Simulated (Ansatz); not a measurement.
# SnSe (Fm-3m) in Ansatz: further runs

Aim: see how the results for SnSe move with the level of theory and the settings. Levels: PBEsol, HSE06+D4. Tasks: electron localisation function, single point.

All numbers are computed with Ansatz 0.2.0; they aren't measurements. Logs are shortened: lines on timing, memory, paths and dates and some standing lists are left out, and cuts for length are marked.

**1. The structure**

The structure is cubic, space group Fm-3m (No. 225). Conventional cell: a = 6.020 Å, b = 6.020 Å, c = 6.020 Å, α = 90.00°, β = 90.00°, γ = 90.00°. Sn (site symmetry m-3m) is surrounded by 6 Se at 3.01 Å. Se (site symmetry m-3m) is surrounded by 6 Sn at 3.01 Å.

Measurements of this composition are mostly on another form, of space group No. 62.

**2. Electron localisation function, PBEsol, collinear spin, random start (cell strained at random at fixed volume)**

run.py reads:

```python
import json

import ase.io
import numpy as np

import ansatz as az

atoms = ase.io.read("POSCAR", format="vasp")
atoms.set_initial_magnetic_moments([-0.17, 0.0])

calculation = (
    az.Crystal.from_ase(atoms)
    .calculation()
    .kpoints(6, 6, 6)
    .functional("pbesol")
    .pseudopotentials(kind="paw")
    .spin("collinear")
    .occupations(method="fermi_dirac", width=0.05)
    .density()
    .potential()
    .output_files(volumetric_format="npy")
    .electron_localization_function()
    .forces()
    .stress()
    .band_table(publish=True)
)
outcome = calculation.run(threads=2, events_out="events.jsonl")

report = outcome.report
for line in open("events.jsonl"):
    event = json.loads(line)
    if event["event"] == "scf_iter":
        d = event["data"]
        print(f"SCF {d['iter']:3d}  HF = {d['harris_foulkes_ev']:.6f} eV  dr2 = {d['dr2_ev']:.2e} eV")
    elif event["event"] in ("relax_step", "md_step"):
        d = event["data"]
        print(f"{event['event']} {d['step']:3d}  E = {d['lagrangian_ev']:.6f} eV")
np.set_printoptions(precision=5, suppress=True, linewidth=110)
print("converged:", report["converged"], "after", report["n_iterations"], "iterations")
print(f"free energy {report['free_energy_ev']:.6f} eV, Fermi level {report['fermi_energy_ev']:.4f} eV")
for key in ("band_edges_ev", "magnetization_mub", "site_moments_mub", "site_moments_nc_mub", "forces_ev_ang",
                "stress_gpa"):
    if report.get(key) is not None:
        print(key, np.array(report[key]), sep="\n")
```

POSCAR reads:

```
SnSe
1.0
    0.0088070000      3.0377290000      3.0393110000
    2.9680140000      0.0010730000      3.0470450000
    2.9569510000      3.0344000000      0.0121360000
Sn Se
1 1
Direct
    0.0000000000      0.0000000000      0.0000000000
    0.5000000000      0.5000000000      0.5000000000
```

Potentials or basis: Ansatz PAW.

Command:

```
$ python run.py
```

Standard output:

```text
DeckWarning: basis.ecutwfc = 420 eV, auto-derived from the records' recommended cutoffs: set by Sn (normal level)
PlacementWarning: RAYON_NUM_THREADS=2 ignored (pool sized by the plan → 2); use plan(threads=…)
RunWarning: the starting moments were not kept: the SCF closed with an absolute magnetisation of 2.5e-6 μB, where they sum to 0.17 μB in size (1 site). That is at most 0.1 of that sum. Measured as dr2_m measures the in/out step, that magnetisation stands 6.1e-13 eV from none, at or under the dr2_threshold of 1.0e-7 eV: it is no larger than a step whose dr2_m would equal this threshold. The system may hold no moment; this SCF sho [...]
SCF   1  HF = -11375.025690 eV  dr2 = 5.83e-01 eV
SCF   2  HF = -11374.866828 eV  dr2 = 5.62e-02 eV
SCF   3  HF = -11374.858959 eV  dr2 = 1.03e-02 eV
SCF   4  HF = -11374.859516 eV  dr2 = 1.41e-04 eV
SCF   5  HF = -11374.859637 eV  dr2 = 3.77e-05 eV
SCF   6  HF = -11374.859727 eV  dr2 = 1.43e-05 eV
SCF   7  HF = -11374.859837 eV  dr2 = 1.29e-07 eV
SCF   8  HF = -11374.859837 eV  dr2 = 5.52e-08 eV
SCF   9  HF = -11374.859837 eV  dr2 = 4.28e-08 eV
SCF  10  HF = -11374.859838 eV  dr2 = 2.89e-09 eV
SCF  11  HF = -11374.859838 eV  dr2 = 3.09e-11 eV
SCF  12  HF = -11374.859838 eV  dr2 = 1.52e-12 eV
converged: True after 12 iterations
free energy -11374.859838 eV, Fermi level 9.1649 eV
magnetization_mub
-1.7130172835777557e-09
site_moments_mub
[-0.  0.]
forces_ev_ang
[[0. 0. 0.]
 [0. 0. 0.]]
stress_gpa
[[-0.1063   0.01371 -0.12295]
 [ 0.01371 -3.17015 -0.02659]
 [-0.12295 -0.02659 -3.22166]]
```

rho_z.tsv:

```text
# z_ang	rho[e/angstrom^3]	rho_spin[e/angstrom^3]
# format = ansatz-planar-average/11
# lattice	0.008807000	3.037729000	3.039311000
# lattice	2.968014000	0.001073000	3.047045000
# lattice	2.956951000	3.034400000	0.012136000
# sites	2
# site	50	0.000000000	0.000000000	0.000000000
# site	34	2.966886000	3.036601000	3.049246000
0.000000	8.429454e-1	-1.039982e-7
0.141230	8.021295e-1	-1.015166e-7
0.282460	6.947951e-1	-9.471996e-8
0.423690	5.575586e-1	-8.530331e-8
0.564920	4.278839e-1	-7.494920e-8
0.706149	3.286377e-1	-6.393876e-8
[... 22 lines left out ...]
3.954437	6.947951e-1	-9.471996e-8
4.095666	8.021295e-1	-1.015166e-7
```

v_z.tsv:

```text
# z_ang	v_es[eV]	v_tot_up[eV]	v_tot_dn[eV]
# format = ansatz-planar-average/11
# xc	pbesol
# density_cutoff_ev	1680
# datasets	Sn=:simpson_from_first_knot:soft:shift=-491537	Se=:simpson_from_first_knot:soft:shift=-935943
# lattice	0.008807000	3.037729000	3.039311000
# lattice	2.968014000	0.001073000	3.047045000
# lattice	2.956951000	3.034400000	0.012136000
# sites	2
# site	50	0.000000000	0.000000000	0.000000000
# site	34	2.966886000	3.036601000	3.049246000
0.000000	8.625774e0	-2.420092e0	-2.420096e0
0.141230	8.464332e0	-2.501990e0	-2.501995e0
0.282460	8.036883e0	-2.708319e0	-2.708324e0
0.423690	7.492783e0	-2.933863e0	-2.933868e0
0.564920	7.019160e0	-3.051525e0	-3.051529e0
0.706149	6.770531e0	-2.969904e0	-2.969909e0
[... 22 lines left out ...]
3.954437	8.036883e0	-2.708319e0	-2.708324e0
4.095666	8.464332e0	-2.501990e0	-2.501995e0
```

It took 14 s on 2 threads of Arm Neoverse V1, shared host; peak memory 0.6 GiB.

What came out:

* Free energy: -11374.8598 eV
* Pressure: -2.2 GPa
* Band gap on the k mesh: 0.62 eV, indirect (least direct gap 0.66 eV)
* Net moment: 0.00 μB per cell
* Absolute moment: 0.00 μB per cell

Caveat: spin-orbit coupling is left out, which moves the levels of the heavy elements; the starting moments weren't kept. A k mesh can miss the band edges.

**3. Electron localisation function, PBEsol, collinear spin, random start (cell strained at random at fixed volume)**

input.yaml reads:

```yaml
crystal:
  lattice:
    - [0.008807, 3.037729, 3.039311]
    - [2.968014, 0.001073, 3.047045]
    - [2.956951, 3.0344, 0.012136]
  atoms:
    - { symbol: Sn, position: [0.0, 0.0, 0.0], spin: -0.17 }
    - { symbol: Se, position: [0.5, 0.5, 0.5] }
hamiltonian:
  xc: pbesol
  pseudopotentials: { kind: paw }
magnetization:
  spin_polarized: true
kpoints:
  mp_grid: { grid: [6, 6, 6] }
scf:
  occupations: { method: fermi_dirac, width: 0.05 }
output:
  forces: true
  stress: true
  eigenvalues: true
  write_density: true
  write_potential: true
  elf: true
  volumetric_format: npy
```

Potentials or basis: Ansatz PAW.

Command:

```
$ ansatz run input.yaml --threads 2 --pin off --max-ram 5120MiB --backend cpu --events-out ev --progress --plain --runs-dir out
```

It took 13 s on 2 threads of Arm Neoverse V1, shared host; peak memory 0.47 GiB.

Results (log left out):

```yaml
Free_energy: -11374.8598 eV
Pressure: -2.2 GPa
Band_gap_on_the_k_mesh: 0.62 eV, indirect (least direct gap 0.66 eV)
Net_moment: 0.00 μB per cell
Absolute_moment: 0.00 μB per cell
```

Stress tensor (GPa, compression positive):
```
-0.11  0.01 -0.12
 0.01 -3.17 -0.03
-0.12 -0.03 -3.22
```

Levels at points of the mesh, in eV from the valence-band top:
Spin up:
| k point | band 12 | band 13 | band 14 | band 15 | band 16 | band 17 | band 18 | band 19 |
| --- | --- | --- | --- | --- | --- | --- | --- | --- |
| (0.00, 0.00, 0.00) | -5.04 | -2.30 | -2.04 | -2.02 | 4.15 | 4.16 | 4.79 | 5.81 |
| (0.00, 0.00, -0.50) | -7.99 | -1.91 | -1.87 | -0.04 | 0.62 | 1.20 | 1.34 | 8.19 |
| (0.00, -0.50, 0.00) | -8.02 | -1.90 | -1.84 | 0.00 | 0.66 | 1.23 | 1.40 | 8.18 |
| (0.00, -0.50, -0.50) | -6.03 | -5.47 | -3.62 | -3.61 | 2.94 | 5.30 | 5.31 | 6.23 |
| (-0.50, 0.00, 0.00) | -8.00 | -1.90 | -1.86 | -0.03 | 0.63 | 1.22 | 1.35 | 8.19 |
| (-0.50, 0.00, -0.50) | -5.93 | -5.41 | -3.71 | -3.40 | 3.03 | 5.12 | 5.76 | 5.88 |
| (-0.50, -0.50, 0.00) | -5.92 | -5.41 | -3.71 | -3.41 | 3.03 | 5.13 | 5.75 | 5.88 |
| (-0.50, -0.50, -0.50) | -8.02 | -1.89 | -1.84 | 0.00 | 0.66 | 1.24 | 1.39 | 8.18 |
Spin down:
```
              k point  band 11  band 12  band 13  band 14  band 15  band 16  band 17  band 18  band 19  band 20
   (0.00, 0.00, 0.00)   -13.82    -5.04    -2.30    -2.04    -2.02     4.15     4.16     4.79     5.81     5.83
  (0.00, 0.00, -0.50)   -12.88    -7.99    -1.91    -1.87    -0.04     0.62     1.20     1.34     8.19    10.04
  (0.00, -0.50, 0.00)   -12.89    -8.02    -1.90    -1.84     0.00     0.66     1.23     1.40     8.18    10.08
 (0.00, -0.50, -0.50)   -12.55    -6.03    -5.47    -3.62    -3.61     2.94     5.30     5.31     6.23    10.55
  (-0.50, 0.00, 0.00)   -12.89    -8.00    -1.90    -1.86    -0.03     0.63     1.22     1.35     8.19    10.00
 (-0.50, 0.00, -0.50)   -12.64    -5.93    -5.41    -3.71    -3.40     3.03     5.12     5.76     5.88    10.46
 (-0.50, -0.50, 0.00)   -12.64    -5.92    -5.41    -3.71    -3.41     3.03     5.13     5.75     5.88    10.47
(-0.50, -0.50, -0.50)   -12.89    -8.02    -1.89    -1.84     0.00     0.66     1.24     1.39     8.18    10.04
```

Caveat: spin-orbit coupling is left out, which moves the levels of the heavy elements; the PAW data sets come from PBE, with cores solved anew for the run's functional, which leaves a small shift of forces and pressure; the starting moments weren't kept. A k mesh can miss the band edges.

**4. Single point, HSE06+D4**

run.py reads:

```python
import json

import ase.io
import numpy as np
import spglib
from ase.calculators.calculator import CalculationFailed, Calculator
from ase.stress import full_3x3_to_voigt_6_stress
from ase.units import GPa

import ansatz as az

class AnsatzCalculator(Calculator):
    implemented_properties = ["energy", "free_energy", "forces", "stress", "magmom"]

    def calculate(self, atoms, properties, system_changes):
        super().calculate(atoms, properties, system_changes)
        structure = atoms.copy()
        structure.set_constraint()
        structure.set_momenta(None)
        structure.set_masses(None)
        outcome = (
            az.Crystal.from_ase(structure)
            .calculation()
            .basis(xc_grid=2)
            .kpoints(5, 5, 5)
            .functional("hse06", dispersion="d4")
            .pseudopotentials(kind="nc", source="spms")
            .scf(tolerance=2e-10)
            .occupations(method="fermi_dirac", width=0.1)
            .forces()
            .stress()
            .run(threads=2)
        )
        if not outcome.report["converged"]:
            raise CalculationFailed("SCF not converged")
        report = outcome.report
        self.results = {
            "free_energy": report["lagrangian_ev"],
            "energy": report["lagrangian_ev"],
            "forces": np.array(report["forces_ev_ang"]),
            "stress": -GPa * full_3x3_to_voigt_6_stress(report["stress_gpa"]),
            "magmom": report["magnetization_mub"],
        }

np.set_printoptions(precision=5, suppress=True, linewidth=110)
atoms = ase.io.read("SnSe.cif")
cell, frac, numbers = spglib.find_primitive((atoms.cell[:], atoms.get_scaled_positions(), atoms.numbers), symprec=1e-5)
atoms = ase.Atoms(numbers, cell=cell, scaled_positions=frac, pbc=True)
atoms.calc = AnsatzCalculator()
print(f"free energy {atoms.get_potential_energy():.6f} eV")
print("forces (eV/A)", atoms.get_forces(), sep="\n")
print("stress (GPa, Voigt, tension positive)", atoms.get_stress() / GPa, sep="\n")
print(f"moment {atoms.get_magnetic_moment():.4f} muB")
```

SnSe.cif reads:

```cif
data_SnSe
_cell_length_a 6.02000000
_cell_length_b 6.02000000
_cell_length_c 6.02000000
_cell_angle_alpha 90.00000000
_cell_angle_beta 90.00000000
_cell_angle_gamma 90.00000000
_space_group_name_H-M_alt 'Fm-3m'
_space_group_name_Hall '-F 4 2 3'
_space_group_IT_number 225
loop_
_space_group_symop_operation_xyz
'x,y,z'
'-x,-y,-z'
'-y,x,z'
'y,-x,-z'
'-x,-y,z'
'x,y,-z'
'y,-x,z'
'-y,x,-z'
'x,-y,-z'
'-x,y,z'
'-y,-x,-z'
'y,x,z'
'-x,y,-z'
'x,-y,z'
'y,x,-z'
'-y,-x,z'
'z,x,y'
'-z,-x,-y'
'z,-y,x'
'-z,y,-x'
'z,-x,-y'
'-z,x,y'
'z,y,-x'
'-z,-y,x'
'-z,x,-y'
'z,-x,y'
'-z,-y,-x'
'z,y,x'
'-z,-x,y'
'z,x,-y'
'-z,y,x'
'z,-y,-x'
'y,z,x'
'-y,-z,-x'
'x,z,-y'
'-x,-z,y'
'-y,z,-x'
'y,-z,x'
'-x,z,y'
'x,-z,-y'
'-y,-z,x'
'y,z,-x'
'-x,-z,-y'
'x,z,y'
'y,-z,-x'
'-y,z,x'
'x,-z,y'
'-x,z,-y'
'x,y+1/2,z+1/2'
'-x,-y+1/2,-z+1/2'
'-y,x+1/2,z+1/2'
[... 62 lines left out ...]
'-z+1/2,-x,-y+1/2'
'z+1/2,-y,x+1/2'
'-z+1/2,y,-x+1/2'
'z+1/2,-x,-y+1/2'
'-z+1/2,x,y+1/2'
'z+1/2,y,-x+1/2'
'-z+1/2,-y,x+1/2'
'-z+1/2,x,-y+1/2'
'z+1/2,-x,y+1/2'
'-z+1/2,-y,-x+1/2'
'z+1/2,y,x+1/2'
'-z+1/2,-x,y+1/2'
'z+1/2,x,-y+1/2'
'-z+1/2,y,x+1/2'
'z+1/2,-y,-x+1/2'
'y+1/2,z,x+1/2'
'-y+1/2,-z,-x+1/2'
'x+1/2,z,-y+1/2'
'-x+1/2,-z,y+1/2'
'-y+1/2,z,-x+1/2'
'y+1/2,-z,x+1/2'
'-x+1/2,z,y+1/2'
'x+1/2,-z,-y+1/2'
'-y+1/2,-z,x+1/2'
'y+1/2,z,-x+1/2'
'-x+1/2,-z,-y+1/2'
'x+1/2,z,y+1/2'
'y+1/2,-z,-x+1/2'
'-y+1/2,z,x+1/2'
'x+1/2,-z,y+1/2'
'-x+1/2,z,-y+1/2'
'x+1/2,y+1/2,z'
'-x+1/2,-y+1/2,-z'
'-y+1/2,x+1/2,z'
'y+1/2,-x+1/2,-z'
'-x+1/2,-y+1/2,z'
'x+1/2,y+1/2,-z'
'y+1/2,-x+1/2,z'
'-y+1/2,x+1/2,-z'
'x+1/2,-y+1/2,-z'
'-x+1/2,y+1/2,z'
'-y+1/2,-x+1/2,-z'
'y+1/2,x+1/2,z'
'-x+1/2,y+1/2,-z'
'x+1/2,-y+1/2,z'
'y+1/2,x+1/2,-z'
'-y+1/2,-x+1/2,z'
'z+1/2,x+1/2,y'
'-z+1/2,-x+1/2,-y'
'z+1/2,-y+1/2,x'
'-z+1/2,y+1/2,-x'
'z+1/2,-x+1/2,-y'
'-z+1/2,x+1/2,y'
'z+1/2,y+1/2,-x'
'-z+1/2,-y+1/2,x'
'-z+1/2,x+1/2,-y'
'z+1/2,-x+1/2,y'
'-z+1/2,-y+1/2,-x'
'z+1/2,y+1/2,x'
'-z+1/2,-x+1/2,y'
'z+1/2,x+1/2,-y'
'-z+1/2,y+1/2,x'
'z+1/2,-y+1/2,-x'
'y+1/2,z+1/2,x'
'-y+1/2,-z+1/2,-x'
'x+1/2,z+1/2,-y'
'-x+1/2,-z+1/2,y'
'-y+1/2,z+1/2,-x'
'y+1/2,-z+1/2,x'
'-x+1/2,z+1/2,y'
'x+1/2,-z+1/2,-y'
'-y+1/2,-z+1/2,x'
'y+1/2,z+1/2,-x'
'-x+1/2,-z+1/2,-y'
'x+1/2,z+1/2,y'
'y+1/2,-z+1/2,-x'
'-y+1/2,z+1/2,x'
'x+1/2,-z+1/2,y'
'-x+1/2,z+1/2,-y'
loop_
_atom_site_label
_atom_site_type_symbol
_atom_site_symmetry_multiplicity
_atom_site_Wyckoff_symbol
_atom_site_fract_x
_atom_site_fract_y
_atom_site_fract_z
_atom_site_occupancy
Sn1 Sn 4 a 0.0000000000 0.0000000000 0.0000000000 1
Se1 Se 4 b 0.5000000000 0.0000000000 0.0000000000 1
```

Potentials or basis: SPMS NC.

Command:

```
$ python run.py
```

Standard output:

```text
DeckWarning: basis.ecutwfc = 816.3415873796399 eV, auto-derived from the records' recommended cutoffs: set by Se (normal level)
DeckWarning: output.stress: scf.exx.energy_threshold = 1e-6 eV is looser than the 2e-8 eV advised for a stress under a hybrid functional (1e-8 eV for each atom of the cell: 2). Every SCF of the exchange loop can meet its threshold on dr2 while the loop round them stops early: no threshold on dr2 bounds what that leaves in the stress. Set scf.exx.energy_threshold to 2e-8 eV or tighter. The threshold is the loop's pass mark: a loop [...]
PlacementWarning: RAYON_NUM_THREADS=2 ignored (pool sized by the plan → 2); use plan(threads=…)
free energy -4900.956406 eV
forces (eV/A)
[[-0.  0.  0.]
 [ 0. -0. -0.]]
stress (GPa, Voigt, tension positive)
[ 3.44008  3.44008  3.44008 -0.      -0.      -0.     ]
moment 0.0000 muB
```

engine_input.yaml:

```text
crystal:
  lattice:
    - [0.0, 3.01, 3.01]
    - [3.01, 0.0, 3.01]
    - [3.01, 3.01, 0.0]
  atoms:
    - { symbol: Sn, position: [0.0, 0.0, 0.0] }
    - { symbol: Se, position: [0.5, 0.5, 0.5] }
basis:
  xc_grid: 2
kpoints:
  mp_grid:
    grid: [5, 5, 5]
hamiltonian:
  xc: hse06
  dispersion: d4
  pseudopotentials:
    kind: nc
    source: spms
scf:
  convergence:
    dr2_threshold: 2.0e-10
  occupations:
    method: fermi_dirac
    width: 0.1
output:
  forces: true
  stress: true
```

Run time: 41 s. Hardware: 2 threads of Arm Neoverse V1, shared host; peak memory 1.3 GiB.

What came out:

* Free energy: -4900.9564 eV
* Pressure: -3.4 GPa

Caveat: this odd mesh misses L, where the gap lies, so gap, dielectric constants and Born charges aren't listed; the potentials were made for another functional, which shifts forces and pressure; the thresholds are loose for stress.

**5. Summary**

| task | level | potentials or basis | spin | cell | k mesh | cutoff (eV) | smearing | driver | gap on the mesh (eV) | pressure (GPa) | moment (μB) |
| --- | --- | --- | --- | --- | --- | --- | --- | --- | --- | --- | --- |
| electron localisation function | PBEsol | Ansatz PAW | collinear, random start | cell strained at random at fixed volume | 6 × 6 × 6 | 420 | fermi-dirac 0.05 eV | chain | 0.62 | -2.2 | 0.00 |
| electron localisation function | PBEsol | Ansatz PAW | collinear, random start | cell strained at random at fixed volume | 6 × 6 × 6 | 420 | fermi-dirac 0.05 eV | - | 0.62 | -2.2 | 0.00 |
| single point | HSE06+D4 | SPMS NC | off | as given | 5 × 5 × 5 | 816 | fermi-dirac 0.1 eV | calculator | - | -3.4 | - |

Caveats: spin-orbit coupling is left out, which moves the levels of the heavy elements (some runs); the starting moments weren't kept (some runs); the PAW data sets come from PBE, with cores solved anew for the run's functional, which leaves a small shift of forces and pressure (some runs); the potentials were made for another functional, which shifts forces and pressure (some runs); the thresholds are loose for stress (some runs).

Absolute energies hang on the potentials; compare differences alone.
